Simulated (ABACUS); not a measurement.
Input of an ABACUS 3.10.1 run:

INPUT

```
INPUT_PARAMETERS
suffix              GaSb
calculation         cell-relax
basis_type          lcao
pseudo_dir          ./
orbital_dir         ./
symmetry            1
dft_functional      pbesol
ecutwfc             100
pseudo_rcut         10
nspin               1
nbands              18
ks_solver           genelpa
smearing_method     fd
smearing_sigma      0.00367493
scf_thr             1e-07
scf_nmax            100
mixing_type         broyden
mixing_beta         0.7
cal_force           1
cal_stress          1
out_mul             1
relax_nmax          60
force_thr_ev        0.01
relax_method        cg
out_stru            1
stress_thr          0.5
```

The input STRU:

```
ATOMIC_SPECIES
Sb 121.7600 Sb_ONCV_PBE-1.2.upf
Ga 69.7230 Ga_ONCV_PBE-1.2.upf

NUMERICAL_ORBITAL
Sb_confined-atom_8au_2s2p2d.orb
Ga_confined-atom_8au_2s2p2d.orb

LATTICE_CONSTANT
8.1751050464

LATTICE_VECTORS
0.0000000000 0.7071067812 0.7071067812
0.7071067812 0.0000000000 0.7071067812
0.7071067812 0.7071067812 0.0000000000

ATOMIC_POSITIONS
Cartesian

Sb
0.0
1
1.0606601718 1.0606601718 1.0606601718 1 1 1

Ga
0.0
1
0.0000000000 0.0000000000 0.0000000000 1 1 1
```

File KPT:

```
K_POINTS
0
Gamma
7 7 7 0 0 0
```

Potentials or basis: SG15 ONCV 1.2 PBE, DZP LCAO (the cutoffs set its grid).

Run with:

```console
$ OMP_NUM_THREADS=1 mpirun -np 4 abacus > log
```

**Question.** What does it give for the relaxed volume?

**Answer.** 29.13 Å³/atom.

**Question.** What does it give for the space group after relaxing (to 0.05 Å)?

**Answer.** F-43m (No. 216).

The path:
```tsv
step	energy change (eV)	largest force (eV/Å)	pressure (GPa)	volume (Å³)
1	0.0000	0.0000	0.93	57.25
2	-0.0024	0.0000	-0.34	58.68
3	-0.0028	0.0000	0.01	58.27
```

Caveat: the atomic orbitals were generated for these runs and aren't a published set; the potentials were made for another functional, which shifts forces and pressure; the basis of atomic orbitals isn't converged, which shifts pressures, moduli and gaps. Zero-point motion and thermal expansion aren't in these numbers.
